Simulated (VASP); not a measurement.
W under changes of volume

One of the cells (16.165 Å³/atom); the others are scaled copies at fixed shape and fractional positions:

```xyz
1
Lattice="-1.5928 1.5928 1.5928 1.5928 -1.5928 1.5928 1.5928 1.5928 -1.5928" Properties=species:S:1:pos:R:3 pbc="T T T"
W     0.0000    0.0000    0.0000
```

| Quantity | Value |
| --- | --- |
| Program | VASP 6.6.1 |
| Functional | PBE |
| Potentials or basis | VASP PAW PBE potentials, release 64 (W_sv) |
| Cutoff | 520 eV |
| k mesh | 12 × 12 × 12 |
| Occupations | fermi-dirac, width 0.05 eV |
| Spin | no spin polarisation |

| volume (Å³/atom) | energy over the lowest point (meV/atom) | pressure (GPa) |
| --- | --- | --- |
| 14.897 | ? | ? |
| 15.214 | 60.48 | 20.9 |
| 15.531 | 26.55 | 13.3 |
| 16.165 | 0.00 | 0.2 |
| 16.482 | 4.97 | -5.5 |
| 16.798 | 20.70 | -10.7 |

What does the run at 14.897 Å³/atom give?

Energy over the lowest point 110.09 meV/atom; pressure 29.2 GPa.

Worked out: A Birch-Murnaghan fit of order 3 (a polynomial in V^(-2/3)) to the other rows has its minimum at 16.18 Å³/atom with B0 = V·E''(V) = 303 GPa and B' = 3.6. It gives 109.94 meV/atom at 14.897 Å³/atom, against the run's 110.09, and -dE/dV = 29.2 GPa, against 29.2.

Energies are extrapolated to zero smearing.
